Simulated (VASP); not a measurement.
# VASP 6.6.1 run: KBr

INCAR

```
LASPH = .TRUE.
ALGO = Normal
ISIF = 2
NELM = 120
NSW = 0
ISMEAR = 0
IBRION = -1
ENCUT = 520
EDIFF = 1E-6
SIGMA = 0.01
LWAVE = .FALSE.
LREAL = Auto
LCHARG = .FALSE.
PREC = Accurate
METAGGA = R2SCAN
NBANDS = 15
ISYM = -1
```

KPOINTS

```
KPOINTS created by Atomic Simulation Environment
0
Gamma
4 4 4
0 0 0
```

POSCAR

```
K  Br
 1.0000000000000000
     0.0000000000000000    3.3024387009828682    3.3024387009828682
     3.3024387009828682    0.0000000000000000    3.3024387009828682
     3.3024387009828682    3.3024387009828682   -0.0000000000000000
 K   Br
   1   1
Cartesian
 -0.0000000000000000  0.0000000000000000 -0.0000000000000000
  3.3024387009828682  3.3024387009828682  3.3024387009828682
```

The recommended PBE PAW datasets give the neutral cell 16 valence electrons.

Command

```
mpirun -np 1 vasp_std
```

**Question.** Predict the outcome of this run.

**Answer.** It converged. Results: gap between bands v and c on the k mesh 5.07 eV; least direct gap on the k mesh 5.07 eV; pressure 0.0 GPa. Band v is the last that the valence electrons fill when counted band by band, and c is the next.

OSZICAR

```
N       E                     dE             d eps       ncg     rms          rms(c)
DAV:   1     0.785171334449E+02    0.78517E+02   -0.69652E+03  1920   0.955E+02
DAV:   2    -0.206663201507E+02   -0.99183E+02   -0.91968E+02  2474   0.236E+02
DAV:   3    -0.267267569055E+02   -0.60604E+01   -0.60237E+01  2734   0.502E+01
DAV:   4    -0.270151153868E+02   -0.28836E+00   -0.28826E+00  2811   0.935E+00
DAV:   5    -0.270175569813E+02   -0.24416E-02   -0.24415E-02  2760   0.102E+00    0.294E+00
DAV:   6    -0.232610038996E+02    0.37566E+01   -0.10513E+00  3156   0.854E+00    0.169E+00
DAV:   7    -0.232320345872E+02    0.28969E-01   -0.15680E-01  2683   0.232E+00    0.860E-01
DAV:   8    -0.232421664944E+02   -0.10132E-01   -0.88826E-03  2368   0.746E-01    0.421E-01
DAV:   9    -0.232481177069E+02   -0.59512E-02   -0.42100E-03  1920   0.612E-01    0.105E-01
DAV:  10    -0.232482204261E+02   -0.10272E-03   -0.66754E-05  2726   0.645E-02    0.556E-02
DAV:  11    -0.232483593679E+02   -0.13894E-03   -0.11675E-04  1962   0.975E-02    0.783E-03
DAV:  12    -0.232483588586E+02    0.50925E-06   -0.17779E-06  2759   0.937E-03
   1 F= -.23248359E+02 E0= -.23248359E+02  d E =-.301086E-61
```

Standard output (part)

```
POSCAR found type information on POSCAR K Br
 POSCAR found :  2 types and       2 ions
|     You have a (more or less) 'small supercell' and for smaller cells       |
|     it is recommended to use the reciprocal-space projection scheme!        |
|     The real-space optimization is not efficient for small cells and it     |
|     is also less accurate ...                                               |
|     Therefore, set LREAL=.FALSE. in the INCAR file.                         |
 LDA part: xc-table for (None), standard interpolation
 POSCAR, INCAR and KPOINTS ok, starting setup
 WAVECAR not read
 entering main loop
```

For comparison, a separate r²SCAN run of the intended cell, on usual settings and not on those above, gives a gap of 5.07 eV on its mesh and a pressure of 0.0 GPa.
